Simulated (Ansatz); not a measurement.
Structure types of Hg compared at 6.8 GPa

Structure types of Hg are relaxed in primitive cells with their symmetry kept at 6.8 GPa, first on PAW files, then by LAPW. The enthalpy is E + pV at zero temperature, without zero-point motion. Only the types listed were tried, and differences under about 5 meV/atom are mesh noise. Not among the end structures: fcc, which may lie lower.

Computed with Ansatz 0.2.0; functional PBE, scalar-relativistic. Settings: Fermi–Dirac smearing of 0.05 eV, no spin polarisation. Methods: LAPW: all electrons, basis error target 0.5 meV/atom; PAW: frozen-core files, cutoff 420 eV.

k meshes: bcc 15×15×15, hcp 14×14×8, beta tin 14×14×14, simple hexagonal 14×14×13, diamond 11×11×11.

Spin–orbit coupling is left out, which matters for the heavy atoms.

Problem. Which type is lowest in enthalpy, and by how much?

Solution. bcc, 3 meV/atom below hcp, which is within the noise of the k meshes. The whole table:

```json
{"start type": "bcc", "ends as": "bcc, Im-3m", "a, b, c (Å)": "3.579, 3.579, 3.579", "V (Å³/atom)": "22.92", "H − H(lowest), LAPW (meV/atom)": "0.0", "same, PAW": "0.0"}
{"start type": "hcp", "ends as": "hcp, P6_3/mmc", "a, b, c (Å)": "3.186, 3.186, 5.168", "V (Å³/atom)": "22.71", "H − H(lowest), LAPW (meV/atom)": "3.4", "same, PAW": "3.4"}
{"start type": "beta tin", "ends as": "beta tin, I4_1/amd", "a, b, c (Å)": "5.669, 5.669, 2.973", "V (Å³/atom)": "23.88", "H − H(lowest), LAPW (meV/atom)": "32.3", "same, PAW": "32.2"}
{"start type": "simple hexagonal", "ends as": "simple hexagonal, P6/mmm", "a, b, c (Å)": "3.063, 3.063, 2.902", "V (Å³/atom)": "23.59", "H − H(lowest), LAPW (meV/atom)": "10.3", "same, PAW": "10.2"}
{"start type": "diamond", "ends as": "diamond, Fd-3m", "a, b, c (Å)": "6.334, 6.334, 6.334", "V (Å³/atom)": "31.77", "H − H(lowest), LAPW (meV/atom)": "545.7", "same, PAW": "545.2"}
```
